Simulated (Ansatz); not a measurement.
Results of RPBE in Ansatz (PAW) for zinc-blende InN (metastable phase).

Numerical settings: plane-wave cutoff 520 eV, 12×12×12 k mesh, Fermi–Dirac smearing 0.01 eV, scalar-relativistic PAW data made under PBE.

Pressure at four volumes; x = ln(V/16.498 Å³). One pressure is withheld.

```json
[
 {"V (Å³/atom)": "15.508", "x": "-0.0619", "P (GPa)": "?"},
 {"V (Å³/atom)": "15.838", "x": "-0.0408", "P (GPa)": "5.04"},
 {"V (Å³/atom)": "16.498", "x": "0.0000", "P (GPa)": "0.00"},
 {"V (Å³/atom)": "17.488", "x": "0.0583", "P (GPa)": "-5.68"}
]
```

Question: Pass a parabola P(x) through the three rows shown, estimate the bulk modulus and its pressure derivative near zero pressure, and predict the withheld pressure.

Answer: Slopes between the rows: (0.00 − (5.04))/(0.0000 − (-0.0408)) = -123.53 and (-5.68 − (0.00))/(0.0583 − (0.0000)) = -97.43 GPa. Their difference over the span 0.0991 is c = 26.10/0.0991 = 263.4 GPa, so P(x) = 5.04 + (-123.53)(x − (-0.0408)) + 263.4 (x − (-0.0408))(x − (0.0000)). At the middle row B = −dP/dx = −[-123.53 + 263.4 × 0.0408] = 112.8 GPa, and B′ = dB/dP = 2c/B = 4.7. At x = -0.0619 the parabola gives 7.99 GPa; the run gives 8.03 GPa. The Birch–Murnaghan fit to the energies at all volumes has B0 = 112 GPa and B′ = 4.7.

Note: the gap of the solid is closed in this run; this level leaves the solid without a gap, although one is measured.

Spin–orbit coupling is not included; it can open a gap where bands touch, and shift volumes and moduli.

Ansatz is a program for electronic structure.
